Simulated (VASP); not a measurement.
A run of VASP 6.6.1 is set up as follows.

File POSCAR:

```
Ni3Ge
1.0
    3.5328322505      0.0000000000      0.0000000000
    0.0000000000      3.5328322505      0.0000000000
    0.0000000000      0.0000000000      3.5328322505
Ni Ge
3 1
Direct
    0.5000000000      0.0000000000      0.5000000000
    0.0000000000      0.5000000000      0.5000000000
    0.5000000000      0.5000000000      0.0000000000
    0.0000000000      0.0000000000      0.0000000000
```

The input INCAR.step1:

```
  ALGO = Normal
  EDIFF = 1E-4
  ENCUT = 520
  GGA = PE
  ISMEAR = 0
  LASPH = True
  LCHARG = False
  LREAL = False
  LWAVE = True
  NBANDS = 30
  NELM = 100
  PREC = Accurate
  SIGMA = 0.1
```

File INCAR.step2:

```
  ALGO = Normal
  EDIFF = 1E-7
  ENCUT = 520
  ISIF = 2
  ISMEAR = 0
  ISTART = 1
  LASPH = True
  LCHARG = True
  LELF = True
  LMIXTAU = True
  LREAL = False
  LVHAR = True
  LWAVE = False
  METAGGA = R2SCAN
  NBANDS = 30
  NELM = 100
  PREC = Accurate
  SIGMA = 0.1
```

The input KPOINTS:

```
k-points
0
Gamma
  14 14 14
```

Potentials or basis: VASP PAW PBE potentials, release 64 (Ni, Ge_d).

Command:

```console
$ cat potpaw_PBE.64/Ni/POTCAR potpaw_PBE.64/Ge_d/POTCAR > POTCAR
$ cp INCAR.step1 INCAR
$ mpirun -np 1 vasp_std > vasp.out
$ cp INCAR.step2 INCAR
$ mpirun -np 1 vasp_std > vasp.out
```

Estimate the band gap on the k mesh.

none (metal or under the smearing width).

What does it give for the pressure?

0.3 GPa.

Caveat: the PAW data sets were made with another functional, which shifts forces and pressure a little. Spin polarisation is off, so any magnetic state and its effect on volume and gap are missing.
